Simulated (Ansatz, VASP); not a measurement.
## One calculation of Sn, two programs

Contents of INCAR:

```
SYSTEM = Sn
PREC = Accurate ; ENCUT = 600
EDIFF = 1E-6 ; ISMEAR = -1
SIGMA = 0.05 ; LREAL = .False.
LASPH = .True. ; NELM = 100
ALGO = Normal ; ISIF = 3
LWAVE = .False. ; LCHARG = .False.
GGA = PS ; IVDW = 13
IBRION = 2 ; NSW = 80
EDIFFG = -0.01
```

File KPOINTS:

```
Automatic mesh
0
Gamma
  7 7 7
  0 0 0
```

File POSCAR:

```
Sn
1.0
    0.0000000000      3.2333428000      3.2333428000
    3.2333428000      0.0000000000      3.2333428000
    3.2333428000      3.2333428000      0.0000000000
Sn
2
Direct
    0.7500000000      0.7500000000      0.7500000000
    0.5000000000      0.5000000000      0.5000000000
```

File input.yaml:

```yaml
crystal:
  lattice:
    - [0.0, 3.2333428, 3.2333428]
    - [3.2333428, 0.0, 3.2333428]
    - [3.2333428, 3.2333428, 0.0]
  atoms:
    - { symbol: Sn, position: [0.75, 0.75, 0.75] }
    - { symbol: Sn, position: [0.5, 0.5, 0.5] }
kpoints:
  mp_grid: { grid: [7, 7, 7] }
scf:
  occupations: { method: fermi_dirac, width: 0.05 }
hamiltonian:
  xc: pbesol
  dispersion: d4
  pseudopotentials: { kind: all_electron, lapw: { basis_error: 0.001 } }
output:
  forces: true
  stress: true
relax:
  f_tol: 0.01
  max_steps: 60
  cell: {}
```

This isn't the form of Sn at room conditions, which is tetragonal (white tin).

Alike in both runs: task relaxation of cell and atoms; functional PBEsol; dispersion D4; k mesh 7 × 7 × 7; occupations fermi-dirac, width 0.05 eV; no spin polarisation.

|  | VASP | Ansatz |
| --- | --- | --- |
| version | VASP 6.6.1 | Ansatz 0.2.0 |
| potentials or method | VASP PAW PBE potentials, release 64 (Sn_d) | all-electron LAPW, scalar-relativistic |
| plane-wave cutoff (eV) | 600 | see its input |

Ansatz gave:

- relaxed volume (Å³/atom): 34.30
- relaxed cell length with the largest relative difference (Å): 4.595

Q: Which values does VASP return?

A: Relaxed volume (Å³/atom): 34.27; relaxed cell length with the largest relative difference (Å): 4.594.

Ansatz ran all-electron here, so the differences hold the error of VASP's frozen core and of both bases.

Caveats: the PAW data sets were made with another functional, which shifts forces and pressure a little (VASP); pairwise dispersion overbinds metals, which lowers pressure and volume (VASP). Zero-point motion and thermal expansion aren't in these numbers.
